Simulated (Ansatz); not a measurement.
Runs of Ansatz 0.2.0 on CdS. Symmetry: P3m1, No. 156, trigonal system. Conventional cell: a = 4.261 Å, b = 4.261 Å, c = 5.804 Å, α = 90.00°, β = 90.00°, γ = 120.00°. Around Cd (site symmetry 3m) lie 3 S at 2.46 Å. S (site symmetry 3m) is surrounded by 3 Cd at 2.46 Å. Measurements of this composition are mostly on another form, of space group No. 186.

| screening (1/Å) | gap on the mesh (eV) | pressure (GPa) | largest force (eV/Å) |
| --- | --- | --- | --- |
| 0.3 | 2.28 | -0.7 | 0.02 |
| 0.4 | 2.11 | -0.6 | 0.01 |
| 0.1 | (a) | -0.8 | 0.02 |
| 0.6 | (b) | -0.4 | 0.01 |
| 0.15 | 2.65 | -0.8 | 0.02 |
| 0.2 | 2.51 | -0.7 | 0.02 |

Alike in all rows: task single point; level HSE06 form with a typed share of exact exchange; potentials or basis Ansatz PAW; no spin polarisation; cell as given; k mesh 4 × 4 × 3; cutoff (eV) 420; smearing fermi-dirac 0.05 eV; the mesh is coarse, so values aren't converged.

Question: Fill in the values left out.

Answer: (a) 2.81; (b) 1.87.

Caveats: all runs use coarse meshes; odd divisions of the mesh miss points on the zone boundary, where band edges often lie, so the gap on the mesh can be too wide; the PAW data sets come from PBE, with cores solved anew for the run's functional, which leaves a small shift of forces and pressure; the thresholds are loose for stress.

A k mesh can miss the band edges, and the runs leave out spin-orbit coupling on Cd.
